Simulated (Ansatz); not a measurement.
**A computed series for KF: thickness series**

Start from KF in the rock salt structure (space group Fm-3m, No. 225).

```
KF
1.0
    0.00000     2.65916     2.65916
    2.65916     0.00000     2.65916
    2.65916     2.65916     0.00000
F K
1 1
Direct
  0.00000   0.00000   0.00000
  0.50000   0.50000   0.50000
```

Cartesian axes are those of the cell as printed.

Free-standing slabs (2 atom(s) a layer) normal to the z axis with 15 Å of vacuum; in-plane cell held at bulk.

Computed with plane-wave PAW DFT at the r2SCAN level (Ansatz, a first-principles code, 500 eV), no spin-orbit coupling.

Notes on the quantities. excess energy per area of both faces: slab less bulk energy over the cell's area: twice a surface energy; layer's space group: with vacuum.

```json
[
 {"case": "base", "band gap": "6.91 eV", "excess energy per area of both faces": "–", "shortest interatomic distance": "2.659 Å", "layer's space group": "–", "thickness between the outermost nuclei": "–"},
 {"case": "1 layer", "band gap": "5.64 eV", "excess energy per area of both faces": "–", "shortest interatomic distance": "2.659 Å", "layer's space group": "P4/mmm (No. 123)", "thickness between the outermost nuclei": "–"},
 {"case": "2 layers", "band gap": "5.91 eV", "excess energy per area of both faces": "0.45 J/m²", "shortest interatomic distance": "2.602 Å", "layer's space group": "P4/nmm (No. 129)", "thickness between the outermost nuclei": "2.65 Å"},
 {"case": "3 layers", "band gap": "6.03 eV", "excess energy per area of both faces": "0.46 J/m²", "shortest interatomic distance": "2.632 Å", "layer's space group": "P4/mmm (No. 123)", "thickness between the outermost nuclei": "5.31 Å"},
 {"case": "4 layers", "band gap": "6.04 eV", "excess energy per area of both faces": "0.46 J/m²", "shortest interatomic distance": "2.626 Å", "layer's space group": "P4/nmm (No. 129)", "thickness between the outermost nuclei": "7.96 Å"},
 {"case": "5 layers", "band gap": "6.06 eV", "excess energy per area of both faces": "0.46 J/m²", "shortest interatomic distance": "2.627 Å", "layer's space group": "P4/mmm (No. 123)", "thickness between the outermost nuclei": "10.63 Å"},
 {"case": "6 layers", "band gap": "6.06 eV", "excess energy per area of both faces": "0.46 J/m²", "shortest interatomic distance": "2.626 Å", "layer's space group": "P4/nmm (No. 129)", "thickness between the outermost nuclei": "13.28 Å"},
 {"case": "7 layers", "band gap": "6.07 eV", "excess energy per area of both faces": "0.46 J/m²", "shortest interatomic distance": "2.626 Å", "layer's space group": "P4/mmm (No. 123)", "thickness between the outermost nuclei": "15.95 Å"}
]
```

Slab and bulk use different k-meshes, which limits the precision of the excess energy. No phonon test of stability was made.
